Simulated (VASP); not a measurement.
# AgBr (Fm-3m) in VASP: notebook, part 2 of 2

VASP 6.6.1. The steps go on from the part before.

## 3. Band structure, PBEsol

This run uses another cell than the first one, of 23.27 Å³/atom, 1.066 times its volume.

The input, POSCAR:

```
AgBr                                    
1.0
    0.0000000000      2.8549086817      2.8549086817
    2.8549086817      0.0000000000      2.8549086817
    2.8549086817      2.8549086817     -0.0000000000
  Ag              Br            
     1     1
Direct
     0.0000000000000000    1.0000000000000000    0.0000000000000000
     0.5000000000000000    0.5000000000000000    0.5000000000000000
```

The input, INCAR.step1:

```
SYSTEM = AgBr
  PREC = Accurate
  ENCUT = 520
  EDIFF = 1E-7
  ISMEAR = 0
  SIGMA = 0.02
  LREAL = .False.
  LASPH = .True.
  NELM = 60
  ALGO = Normal
  ISIF = 2
  LWAVE = .False.
  LCHARG = .True.
  LMAXMIX = 4
  GGA = PS
  NBANDS = 16
```

The input, KPOINTS.step1:

```
regular mesh
0
Gamma
  3 3 3
  0 0 0
```

The input, INCAR.step2:

```
SYSTEM = AgBr
  PREC = Accurate
  ENCUT = 520
  EDIFF = 1E-7
  ISMEAR = 0
  SIGMA = 0.05
  LREAL = .False.
  LASPH = .True.
  NELM = 60
  ALGO = Normal
  ISIF = 2
  LWAVE = .False.
  LCHARG = .False.
  LMAXMIX = 4
  GGA = PS
  NBANDS = 16
  ICHARG = 11
```

The input, KPOINTS.step2:

```
path GXWKGLUWLK,UX
15
line-mode
reciprocal
 0.0000000000  0.0000000000  0.0000000000  G
 0.5000000000  0.0000000000  0.5000000000  X

 0.5000000000  0.0000000000  0.5000000000  X
 0.5000000000  0.2500000000  0.7500000000  W

 0.5000000000  0.2500000000  0.7500000000  W
 0.3750000000  0.3750000000  0.7500000000  K

 0.3750000000  0.3750000000  0.7500000000  K
 0.0000000000  0.0000000000  0.0000000000  G

 0.0000000000  0.0000000000  0.0000000000  G
 0.5000000000  0.5000000000  0.5000000000  L

 0.5000000000  0.5000000000  0.5000000000  L
 0.6250000000  0.2500000000  0.6250000000  U

 0.6250000000  0.2500000000  0.6250000000  U
 0.5000000000  0.2500000000  0.7500000000  W

 0.5000000000  0.2500000000  0.7500000000  W
 0.5000000000  0.5000000000  0.5000000000  L

 0.5000000000  0.5000000000  0.5000000000  L
 0.3750000000  0.3750000000  0.7500000000  K

 0.6250000000  0.2500000000  0.6250000000  U
 0.5000000000  0.0000000000  0.5000000000  X
```

Potentials or basis: VASP PAW PBE potentials, release 64 (Ag, Br).

Started as:

```
cat potpaw_PBE.64/Ag/POTCAR potpaw_PBE.64/Br/POTCAR > POTCAR
cp INCAR.step1 INCAR
cp KPOINTS.step1 KPOINTS
mpirun -np 1 vasp_std > vasp.out
cp INCAR.step2 INCAR
cp KPOINTS.step2 KPOINTS
mpirun -np 1 vasp_std > vasp.out
```

OUTCAR:

```text
SYSTEM = AgBr
   PREC = Accurate
   ENCUT = 520
   EDIFF = 1E-7
   ISMEAR = 0
   LREAL = .False.
   LASPH = .True.
   NELM = 60
   ISIF = 2
   GGA = PS
   ICHARG = 11

 ion  position               nearest neighbor table
   1  0.000  0.000  0.000-   2 2.85   2 2.85   2 2.85   2 2.85   2 2.85   2 2.85
   2  0.500  0.500  0.500-   1 2.85   1 2.85   1 2.85   1 2.85   1 2.85   1 2.85

  LATTYP: Found a face centered cubic cell.
 ALAT       =     5.7098173634

  Lattice vectors:

 A1 = (   0.0000000000,   2.8549086817,   2.8549086817)
 A2 = (   2.8549086817,   0.0000000000,   2.8549086817)
 A3 = (   2.8549086817,   2.8549086817,   0.0000000000)

Analysis of symmetry for initial positions (statically):
=====================================================================
 Subroutine PRICEL returns:
 Original cell was already a primitive cell.

 Routine SETGRP: Setting up the symmetry group for a
 face centered cubic supercell.

 Subroutine GETGRP returns: Found 48 space group operations
 (whereof 48 operations were pure point group operations)
 out of a pool of 48 trial point group operations.

[... 155 lines left out ...]

 E-fermi :   4.0026     XC(G=0): -10.1518

 val. band max:        3.7350022479   @ k =   0.5000   0.5000   0.5000
 cond. band min:       4.2164858668   @ k =   0.0000   0.0000   0.0000
 fundamental gap:      0.4814836189
 Fermi energy:         4.0025515629

 k-point     1 :       0.0000    0.0000    0.0000
  band No.  band energies     occupation
      1     -11.4401      2.00000
      2       0.7892      2.00000
      3       0.7892      2.00000
      4       0.7892      2.00000
      5       0.7932      2.00000
      6       0.7932      2.00000
[... 433 lines left out ...]
      3      -0.2922      2.00000
      4      -0.0135      2.00000
      5       1.1935      2.00000
      6       1.2261      2.00000
[... 8 lines left out ...]
     15      17.5561      0.00000
     16      18.5880      0.00000

 [... further k-points ...]

------------------------ aborting loop because EDIFF is reached ----------------------------------------

  FORCE on cell =-STRESS in cart. coord.  units (eV):
  Direction    XX          YY          ZZ          XY          YZ          ZX
  --------------------------------------------------------------------------------------
  -------------------------------------------------------------------------------------
  Total       -1.7342028     -1.7342028     -1.7342028      0.0000000      0.0000000     -0.0000000
  in kB      -59.7040506    -59.7040506    -59.7040506      0.0000000      0.0000000     -0.0000000
  external PRESSURE =     -59.7040506 kB  Pullay stress =       0.0000000 kB

 VOLUME and BASIS-vectors are now :
 -----------------------------------------------------------------------------
  energy-cutoff  :      520.00
  volume of cell :       46.54
      direct lattice vectors                 reciprocal lattice vectors
     0.000000000  2.854908682  2.854908682    -0.175136950  0.175136950  0.175136950
     2.854908682  0.000000000  2.854908682     0.175136950 -0.175136950  0.175136950
     2.854908682  2.854908682  0.000000000     0.175136950  0.175136950 -0.175136950

 POSITION                                       TOTAL-FORCE (eV/Angst)
 -----------------------------------------------------------------------------------
      0.00000      0.00000      0.00000        -0.000000      0.000000      0.000000
      2.85491      2.85491      2.85491         0.000000      0.000000      0.000000
 -----------------------------------------------------------------------------------
    total drift:                               -0.000000      0.000000      0.000000

  FREE ENERGIE OF THE ION-ELECTRON SYSTEM (eV)
  ---------------------------------------------------
  free  energy   TOTEN  =        -5.9506270687 eV

  energy  without entropy=       -5.9506270687  energy(sigma->0) =       -5.95062707
```

OSZICAR.step1:

```text
N       E                     dE             d eps       ncg     rms          rms(c)
DAV:   1     0.856191028379E+02    0.85619E+02   -0.82439E+03   136   0.977E+02
DAV:   2    -0.275755374422E+01   -0.88377E+02   -0.81766E+02   152   0.206E+02
DAV:   3    -0.571087471827E+01   -0.29533E+01   -0.29501E+01   160   0.379E+01
DAV:   4    -0.572641579940E+01   -0.15541E-01   -0.15541E-01   168   0.303E+00
DAV:   5    -0.572659050470E+01   -0.17471E-03   -0.17471E-03   136   0.300E-01    0.628E+00
DAV:   6    -0.558285547408E+01    0.14374E+00   -0.28270E-01   152   0.708E+00    0.421E+00
DAV:   7    -0.557759636015E+01    0.52591E-02   -0.49024E-02   136   0.149E+00    0.188E+00
DAV:   8    -0.557688978042E+01    0.70658E-03   -0.39223E-03   136   0.573E-01    0.229E-01
DAV:   9    -0.557684255616E+01    0.47224E-04   -0.36739E-04   136   0.218E-01    0.333E-02
DAV:  10    -0.557685030439E+01   -0.77482E-05   -0.33959E-05   144   0.811E-02    0.179E-02
DAV:  11    -0.557685291240E+01   -0.26080E-05   -0.82982E-06   128   0.236E-02    0.720E-03
DAV:  12    -0.557685262121E+01    0.29119E-06   -0.61796E-07   176   0.660E-03    0.365E-03
DAV:  13    -0.557685259978E+01    0.21433E-07   -0.17647E-07   104   0.331E-03
   1 F= -.55768526E+01 E0= -.55768526E+01  d E =-.968472E-12
```

It took 99 s on 1 thread of AMD EPYC, shared host; peak memory 0.21 GiB.

What came out:

| Property | Result |
| --- | --- |
| Band gap along the path | 0.48 eV, indirect (least direct gap 2.46 eV) |

Levels at the corners of the path, in eV from the valence-band top:
| point | band 5 | band 6 | band 7 | band 8 | band 9 | band 10 | band 11 | band 12 | band 13 | band 14 |
| --- | --- | --- | --- | --- | --- | --- | --- | --- | --- | --- |
| Γ | -2.94 | -2.94 | -1.98 | -1.98 | -1.98 | 0.48 | 9.79 | 9.79 | 9.79 | 10.83 |
| X | -2.93 | -2.77 | -2.51 | -2.51 | -2.39 | 1.40 | 6.85 | 8.98 | 10.97 | 10.97 |
| X | -2.93 | -2.77 | -2.51 | -2.51 | -2.39 | 1.40 | 6.85 | 8.98 | 10.97 | 10.97 |
| W | -2.51 | -2.49 | -2.40 | -2.40 | -1.64 | 3.71 | 6.97 | 7.52 | 7.52 | 12.75 |
| W | -2.51 | -2.49 | -2.40 | -2.40 | -1.64 | 3.71 | 6.97 | 7.52 | 7.52 | 12.75 |
| K | -2.78 | -2.56 | -2.33 | -2.13 | -1.27 | 2.81 | 6.67 | 8.11 | 9.08 | 10.59 |
| K | -2.78 | -2.56 | -2.33 | -2.13 | -1.27 | 2.81 | 6.67 | 8.11 | 9.08 | 10.59 |
| Γ | -2.94 | -2.94 | -1.98 | -1.98 | -1.98 | 0.48 | 9.79 | 9.79 | 9.79 | 10.83 |
| Γ | -2.94 | -2.94 | -1.98 | -1.98 | -1.98 | 0.48 | 9.79 | 9.79 | 9.79 | 10.83 |
| L | -2.62 | -2.62 | -2.26 | 0.00 | 0.00 | 3.48 | 6.58 | 6.58 | 6.60 | 12.05 |
| L | -2.62 | -2.62 | -2.26 | 0.00 | 0.00 | 3.48 | 6.58 | 6.58 | 6.60 | 12.05 |
| U | -2.78 | -2.56 | -2.33 | -2.13 | -1.27 | 2.81 | 6.67 | 8.11 | 9.08 | 10.59 |
| U | -2.78 | -2.56 | -2.33 | -2.13 | -1.27 | 2.81 | 6.67 | 8.11 | 9.08 | 10.59 |
| W | -2.51 | -2.49 | -2.40 | -2.40 | -1.64 | 3.71 | 6.97 | 7.52 | 7.52 | 12.75 |
| W | -2.51 | -2.49 | -2.40 | -2.40 | -1.64 | 3.71 | 6.97 | 7.52 | 7.52 | 12.75 |
| L | -2.62 | -2.62 | -2.26 | 0.00 | 0.00 | 3.48 | 6.58 | 6.58 | 6.60 | 12.05 |
| L | -2.62 | -2.62 | -2.26 | 0.00 | 0.00 | 3.48 | 6.58 | 6.58 | 6.60 | 12.05 |
| K | -2.78 | -2.56 | -2.33 | -2.13 | -1.27 | 2.81 | 6.67 | 8.11 | 9.08 | 10.59 |
| U | -2.78 | -2.56 | -2.33 | -2.13 | -1.27 | 2.81 | 6.67 | 8.11 | 9.08 | 10.59 |
| X | -2.93 | -2.77 | -2.51 | -2.51 | -2.39 | 1.40 | 6.85 | 8.98 | 10.97 | 10.97 |

Caveat: the k mesh is coarse (spacing up to 0.64 Å⁻¹), so the values aren't converged; the log is that of the step along the path at fixed density, whose energy, stress, charges and moments have no meaning; the PAW data sets were made with another functional, which shifts forces and pressure a little.
